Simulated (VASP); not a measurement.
# ClCs in VASP: reference runs

Reference runs on ClCs: the cell as given.

All numbers are computed with VASP 6.6.1; they aren't measurements. Logs are shortened: lines on timing, memory, paths and dates and some standing lists are left out, and cuts for length are marked.

## Step 1: The molecule as given

The cell holds a molecule in a box, 2 atoms: a = 9.000 Å, b = 9.000 Å, c = 12.000 Å, α = 90.00°, β = 90.00°, γ = 90.00°.

## Step 2: Single point, PBE

File INCAR:

```
SYSTEM = CsCl
PREC = Accurate
ENCUT = 520
EDIFF = 1E-7
ISMEAR = 0
SIGMA = 0.01
LREAL = .FALSE.
LASPH = .TRUE.
NELM = 100
ALGO = Normal
ISIF = 2
LWAVE = .FALSE.
LCHARG = .FALSE.
GGA = PE
NBANDS = 15
```

File KPOINTS:

```
regular mesh
0
G
  1 1 1
  0 0 0
```

File POSCAR:

```
CsCl
1.0
    9.0000000000      0.0000000000      0.0000000000
    0.0000000000      9.0000000000      0.0000000000
    0.0000000000      0.0000000000     12.0000000000
Cl Cs
1 1
Direct
    0.5014444400      0.5023333300      0.3817386700
    0.5014444400      0.5023333300      0.6239280000
```

Potentials or basis: VASP PAW PBE potentials, release 64 (Cl, Cs_sv).

The run is started by

```
$ cat potpaw_PBE.64/Cl/POTCAR potpaw_PBE.64/Cs_sv/POTCAR > POTCAR
$ mpirun -np 1 vasp_gam > vasp.out
```

OUTCAR:

```text
SYSTEM = CsCl
   PREC = Accurate
   ENCUT = 520
   EDIFF = 1E-7
   ISMEAR = 0
   LREAL = .FALSE.
   LASPH = .TRUE.
   NELM = 100
   ISIF = 2
   GGA = PE

 ion  position               nearest neighbor table
   1  0.501  0.502  0.382-   2 2.91
   2  0.501  0.502  0.624-   1 2.91

  LATTYP: Found a simple tetragonal cell.
 ALAT       =     9.0000000000
 C/A-ratio  =     1.3333333333

  Lattice vectors:

 A1 = (   9.0000000000,   0.0000000000,   0.0000000000)
 A2 = (   0.0000000000,   9.0000000000,   0.0000000000)
 A3 = (   0.0000000000,   0.0000000000,  12.0000000000)

Analysis of symmetry for initial positions (statically):
=====================================================================
 Subroutine PRICEL returns:
 Original cell was already a primitive cell.

 Routine SETGRP: Setting up the symmetry group for a
 simple tetragonal supercell.

 Subroutine GETGRP returns: Found  8 space group operations
 (whereof  1 operations were pure point group operations)
 out of a pool of 16 trial point group operations.

The static configuration has the point symmetry C_1 .
 The point group associated with its full space group is C_4v.

Analysis of symmetry for dynamics (positions and initial velocities):
=====================================================================
 Subroutine PRICEL returns:
 Original cell was already a primitive cell.

 Routine SETGRP: Setting up the symmetry group for a
 simple tetragonal supercell.

 Subroutine GETGRP returns: Found  8 space group operations
 (whereof  1 operations were pure point group operations)
 out of a pool of 16 trial point group operations.

The dynamic configuration has the point symmetry C_1 .
 The point group associated with its full space group is C_4v.

 Subroutine INISYM returns: Found  8 space group operations
 (whereof  1 operations are pure point group operations),
 and found     1 'primitive' translations

----------------------------------------------------------------------------------------

                                     Primitive cell

  volume of cell :     972.0000

  direct lattice vectors                    reciprocal lattice vectors
     9.000000000  0.000000000  0.000000000     0.111111111  0.000000000  0.000000000
     0.000000000  9.000000000  0.000000000     0.000000000  0.111111111  0.000000000
     0.000000000  0.000000000 12.000000000     0.000000000  0.000000000  0.083333333

  length of vectors
     9.000000000  9.000000000 12.000000000     0.111111111  0.111111111  0.083333333

  position of ions in fractional coordinates (direct lattice)
     0.501444440  0.502333330  0.381738670
     0.501444440  0.502333330  0.623928000

  ion indices of the primitive-cell ions
   primitive index   ion index
                 1           1
                 2           2

----------------------------------------------------------------------------------------

 KPOINTS: regular mesh

Automatic generation of k-mesh.
 Grid dimensions read from file:
 generate k-points for:    1    1    1

 Generating k-lattice:

  Cartesian coordinates                     Fractional coordinates (reciprocal lattice)
     0.111111111  0.000000000  0.000000000     1.000000000  0.000000000  0.000000000
     0.000000000  0.111111111  0.000000000     0.000000000  1.000000000  0.000000000
     0.000000000  0.000000000  0.083333333     0.000000000  0.000000000  1.000000000

  Length of vectors
     0.111111111  0.111111111  0.083333333

  Shift w.r.t. Gamma in fractional coordinates (k-lattice)
     0.000000000  0.000000000  0.000000000

 Subroutine IBZKPT returns following result:
 ===========================================

 Found      1 irreducible k-points:

 Following reciprocal coordinates:
            Coordinates               Weight
  0.000000  0.000000  0.000000      1.000000
   k-points           NKPTS =      1   k-points in BZ     NKDIM =      1   number of bands    NBANDS=     15
   number of dos      NEDOS =    301   number of ions     NIONS =      2
   total plane-waves  NPLWV = 441000
   dimension x,y,z NGX =    70 NGY =   70 NGZ =   90
   dimension x,y,z NGXF=   140 NGYF=  140 NGZF=  180
   ions per type =               1   1
   NGX,Y,Z   is equivalent  to a cutoff of  12.93, 12.93, 12.47 a.u.
   NGXF,Y,Z  is equivalent  to a cutoff of  25.86, 25.86, 24.94 a.u.
 SYSTEM =  CsCl
   PREC   = accura    normal or accurate (medium, high low for compatibility)
   ISTART =      0    job   : 0-new  1-cont  2-samecut
   ICHARG =      2    charge: 1-file 2-atom 10-const
   ISPIN  =      1    spin polarized calculation?
   LNONCOLLINEAR =      F non collinear calculations
   LSORBIT =      F    spin-orbit coupling
   LASPH  =      T    aspherical Exc in radial PAW
   ENCUT  =  520.0 eV  38.22 Ry    6.18 a.u.  16.73 16.73 22.31*2*pi/ulx,y,z
   NELM   =    100;   NELMIN=  2; NELMDL= -5     # of ELM steps
   EDIFF  = 0.1E-06   stopping-criterion for ELM
   LREAL  =      F    real-space projection
   EDIFFG = 0.1E-05   stopping-criterion for IOM
   NSW    =      0    number of steps for IOM
   IBRION =     -1    ionic relax: 0-MD 1-quasi-New 2-CG
   NFREE  =      0    steps in history (QN), initial steepest desc. (CG)
   ISIF   =      2    stress and relaxation
   ISYM   =      2    0-nonsym 1-usesym 2-fastsym
   POTIM  = 0.5000    time-step for ionic-motion
   TEBEG  =    0.0;   TEEND  =   0.0 temperature during run
   PSTRESS=    0.0 pullay stress
   NELECT =      16.0000    total number of electrons
   NUPDOWN=      -1.0000    fix difference up-down
   EMIN   =  10.00;   EMAX   =-10.00  energy-range for DOS
   EFERMI =   0.00;   METHOD = LEGACY
   ISMEAR =     0;   SIGMA  =   0.01  broadening in eV -4-tet -1-fermi 0-gaus
   EFERMI_NEDOS =   21; number of points for ismear=-14 and -15
   IALGO  =     38    algorithm
   IMIX   =      4    mixing-type and parameters
     AMIX     =   0.40;   BMIX     =  1.00
     AMIX_MAG =   1.60;   BMIX_MAG =  1.00
  volume/ion in A,a.u.               =     486.00      3279.69
  Fermi-wavevector in a.u.,A,eV,Ry     =   0.416447  0.786970  2.359629  0.173428
  Thomas-Fermi vector in A             =   1.376048
   LORBIT       =      0    0 simple, 1 ext, 2 COOP (PROOUT), +10 PAW based schemes
   GGA     = PE    functional components
   LHFCALC =     F    Hartree Fock is set to
   AEXX    =    0.0000 exact exchange contribution
   IVDW    =     0    specifies the selected vdW correction
   LEPSILON=     F    determine dielectric tensor
   LRPA    =     F    only Hartree local field effects (RPA)
 non-spin polarized calculation
 Gauss-broadening in eV      SIGMA  =   0.01
  energy-cutoff  :      520.00
  volume of cell :      972.00
 maximum number of plane-waves:     13093
 NGX is ok and might be reduce to    70
   NGX = 33   NGY = 33   NGZ = 45

 number of electron      16.0000000 magnetization

 Free energy of the ion-electron system (eV)
  ---------------------------------------------------
  ext. energy  EPLUGINS =         0.00000000
  ---------------------------------------------------
  free energy    TOTEN  =        -4.97287525 eV

  energy without entropy =       -4.97287525  energy(sigma->0) =       -4.97287525

 E-fermi :  -4.3865     XC(G=0):  -1.2976

 val. band max:       -4.4726088051   @ k =   0.0000   0.0000   0.0000
 cond. band min:      -1.2825902246   @ k =   0.0000   0.0000   0.0000
 fundamental gap:      3.1900185805
 Fermi energy:        -4.3864693000

 k-point     1 :       0.0000    0.0000    0.0000
  band No.  band energies     occupation
      1     -26.0043      2.00000
      2     -16.2687      2.00000
      3     -12.8970      2.00000
      4     -12.8970      2.00000
      5     -12.5773      2.00000
      6      -4.5499      2.00000
      7      -4.4726      2.00000
      8      -4.4726      2.00000
      9      -1.2826      0.00000
     10       0.2233      0.00000
     11       0.2364      0.00000
     12       0.4959      0.00000
     13       0.4959      0.00000
     14       0.5718      0.00000
     15       0.8418      0.00000

------------------------ aborting loop because EDIFF is reached ----------------------------------------

  FORCE on cell =-STRESS in cart. coord.  units (eV):
  Direction    XX          YY          ZZ          XY          YZ          ZX
  --------------------------------------------------------------------------------------
  -------------------------------------------------------------------------------------
  Total        0.1659839      0.1659839     -0.2748813      0.0000000     -0.0000000      0.0000000
  in kB        0.2735964      0.2735964     -0.4530953      0.0000000     -0.0000000      0.0000000
  external PRESSURE =       0.0313658 kB  Pullay stress =       0.0000000 kB

 VOLUME and BASIS-vectors are now :
 -----------------------------------------------------------------------------
  energy-cutoff  :      520.00
  volume of cell :      972.00
      direct lattice vectors                 reciprocal lattice vectors
     9.000000000  0.000000000  0.000000000     0.111111111  0.000000000  0.000000000
     0.000000000  9.000000000  0.000000000     0.000000000  0.111111111  0.000000000
     0.000000000  0.000000000 12.000000000     0.000000000  0.000000000  0.083333333

 POSITION                                       TOTAL-FORCE (eV/Angst)
 -----------------------------------------------------------------------------------
      4.51300      4.52100      4.58086         0.000000      0.000000     -0.053064
      4.51300      4.52100      7.48714         0.000000      0.000000      0.053064
 -----------------------------------------------------------------------------------
    total drift:                                0.000019      0.000019     -0.000121

  FREE ENERGIE OF THE ION-ELECTRON SYSTEM (eV)
  ---------------------------------------------------
  free  energy   TOTEN  =        -4.9728752540 eV

  energy  without entropy=       -4.9728752540  energy(sigma->0) =       -4.97287525
```

It took 1.7 min on 1 thread of Intel Xeon Platinum 8488C (Sapphire Rapids), shared host; peak memory 0.8 GiB.

Results:

```
Free energy                     : -4.9729 eV
Largest force                   : 0.053 eV/Å
Gap between the frontier levels : 3.19 eV
```

Forces in eV/Å, atoms in the order of the input:
```
Cl   0.000  0.000 -0.053
Cs   0.000  0.000  0.053
```

Caveat: spin-orbit coupling is left out, which moves the levels of the heavy elements.
